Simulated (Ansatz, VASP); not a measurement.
**I in VASP and in Ansatz**

File INCAR:

```
PREC = Accurate
ENCUT = 520
EDIFF = 1E-6
ISMEAR = -1
SIGMA = 0.05
LREAL = F
LASPH = T
NELM = 60
ALGO = Normal
ISIF = 2
LWAVE = F
LCHARG = F
NBANDS = 22
```

KPOINTS

```
Automatic mesh
0
Gamma
  7 7 3
```

Contents of POSCAR:

```
I
1.0
    3.6106380569     -2.3789455559      0.0000000000
    3.6106380569      2.3789455559      0.0000000000
    0.0000000000      0.0000000000      9.7277102343
I
4
Direct
    0.6493000000      0.3507000000      0.3844000000
    0.1493000000      0.8507000000      0.1156000000
    0.3507000000      0.6493000000      0.6156000000
    0.8507000000      0.1493000000      0.8844000000
```

input.yaml

```yaml
crystal:
  lattice:
    - [3.6106380569, -2.3789455559, 0.0]
    - [3.6106380569, 2.3789455559, 0.0]
    - [0.0, 0.0, 9.7277102343]
  atoms:
    - { symbol: I, position: [0.6493, 0.3507, 0.3844] }
    - { symbol: I, position: [0.1493, 0.8507, 0.1156] }
    - { symbol: I, position: [0.3507, 0.6493, 0.6156] }
    - { symbol: I, position: [0.8507, 0.1493, 0.8844] }
kpoints:
  mp_grid: { grid: [7, 7, 3] }
scf:
  occupations: { method: fermi_dirac, width: 0.05 }
hamiltonian:
  xc: lda
  pseudopotentials: { kind: all_electron, lapw: { basis_error: 0.002 } }
output:
  forces: true
  stress: true
  eigenvalues: true
```

Change from the starting cell: volume scaled by 0.98.

Alike in both runs: task single point; functional LDA; k mesh 7 × 7 × 3; occupations fermi-dirac, width 0.05 eV; no spin polarisation.

|  | VASP | Ansatz |
| --- | --- | --- |
| version | VASP 6.6.1 | Ansatz 0.2.0 |
| potentials or method | VASP PAW LDA potentials, release 64 (I) | all-electron LAPW, scalar-relativistic |
| plane-wave cutoff (eV) | 520 | see its input |

Ansatz gave:

| Quantity | Value |
| --- | --- |
| gap on the k mesh at the Fermi level (eV) | 1.29 |
| least direct gap on the mesh (eV) | 1.38 |
| pressure (GPa) | -0.4 |
| largest component of the traceless stress (GPa) | 0.89 |
| rms of the force components (eV/Å) | 0.521 |

Question: Estimate VASP's values.

Answer: gap on the k mesh at the Fermi level (eV): 1.28; least direct gap on the mesh (eV): 1.37; pressure (GPa): -0.4; largest component of the traceless stress (GPa): 0.90; rms of the force components (eV/Å): 0.524.

Atom by atom the forces differ by 0.002 eV/Å (rms over components). Ansatz ran all-electron here, so the differences hold the error of VASP's frozen core and of both bases.

Caveats: spin-orbit coupling is left out, which moves the levels of the heavy elements; an odd mesh through Γ misses points on the zone boundary, where band edges often lie.
